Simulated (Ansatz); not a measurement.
Density of states of InSe (R3m, a = 3.961 Å, b = 3.961 Å, c = 24.183 Å, α = 90.00°, β = 90.00°, γ = 120.00°), in states per eV and primitive cell, averaged over bins of 0.4 eV. Method: DFT PBEsol+D3(BJ), scalar-relativistic, plane waves, PAW in Ansatz.

Plane waves to 420 eV, a k mesh through Γ of 12×12×12 on the computed 4-atom cell and Gaussian smearing (0.01 eV); no spin polarisation.

The cell is relaxed at this level. The states (both spins) are summed by tetrahedra on a 18×18×18 mesh at the self-consistent density. Energies are bin centres; the table starts no lower than −8 eV and ends at 6 eV, or lower where the solved bands end.

The gap is 0.34 eV at this level, with the zero inside it.

| E − E_F (eV) | total | Se 4p | In 5p | In 5s | Se 4s |
| --- | --- | --- | --- | --- | --- |
| -6.75 | 2.80 | 0.99 | 0.23 | 1.47 | 0.09 |
| -6.35 | 2.25 | 0.58 | 0.38 | 1.07 | 0.20 |
| -5.95 | 1.98 | 1.04 | 0.27 | 0.61 | 0.03 |
| -5.55 | 0.95 | 0.49 | 0.11 | 0.29 | 0.05 |
| -5.15 | 0.66 | 0.34 | 0.06 | 0.20 | 0.05 |
| -4.75 | 0.92 | 0.52 | 0.03 | 0.28 | 0.08 |
| -4.35 | 1.57 | 0.99 | 0.40 | 0.12 | 0.05 |
| -3.95 | 2.97 | 1.93 | 0.79 | 0.15 | 0.06 |
| -3.55 | 1.97 | 1.35 | 0.47 | 0.09 | 0.03 |
| -3.15 | 3.10 | 2.18 | 0.72 | 0.12 | 0.05 |
| -2.75 | 3.49 | 2.56 | 0.75 | 0.10 | 0.05 |
| -2.35 | 4.09 | 3.12 | 0.77 | 0.08 | 0.06 |
| -1.95 | 4.06 | 2.81 | 0.96 | 0.17 | 0.06 |
| -1.55 | 2.27 | 1.55 | 0.53 | 0.13 | 0.03 |
| -1.15 | 1.19 | 0.79 | 0.28 | 0.08 | 0.02 |
| -0.75 | 0.50 | 0.35 | 0.10 | 0.04 | 0.01 |
| -0.35 | 0.20 | 0.14 | 0.04 | 0.01 | 0.01 |
| 0.05 | 0.00 | 0.00 | 0.00 | 0.00 | 0.00 |
| 0.45 | 0.01 | 0.00 | 0.00 | 0.01 | 0.00 |
| 0.85 | 0.34 | 0.09 | 0.12 | 0.08 | 0.03 |
| 1.25 | 1.59 | 0.48 | 0.64 | 0.29 | 0.09 |
| 1.65 | 3.06 | 1.04 | 0.93 | 0.79 | 0.14 |
| 2.05 | 3.43 | 1.19 | 0.77 | 1.18 | 0.11 |
| 2.45 | 1.36 | 0.36 | 0.51 | 0.37 | 0.06 |
| 2.85 | 0.75 | 0.15 | 0.43 | 0.07 | 0.04 |
| 3.25 | 2.45 | 0.41 | 1.43 | 0.14 | 0.12 |
| 3.65 | 2.93 | 0.47 | 1.66 | 0.20 | 0.12 |
| 4.05 | 5.05 | 0.95 | 3.00 | 0.23 | 0.10 |
| 4.45 | 2.92 | 0.54 | 1.69 | 0.18 | 0.05 |
| 4.85 | 0.82 | 0.13 | 0.41 | 0.10 | 0.01 |
| 5.25 | 1.29 | 0.13 | 0.76 | 0.09 | 0.04 |
| 5.65 | 2.08 | 0.17 | 1.23 | 0.07 | 0.06 |

The columns after the total are the main Löwdin projections on the occupied valence shells of the potentials; 1 other is left out. The rest of the total lies in those, in shells that are empty in the free atom, which aren't projected, and between the atoms.

Cost: 1 run of about 4.9 core-minutes, on Intel Xeon Platinum 8488C (Sapphire Rapids) (shared hosts).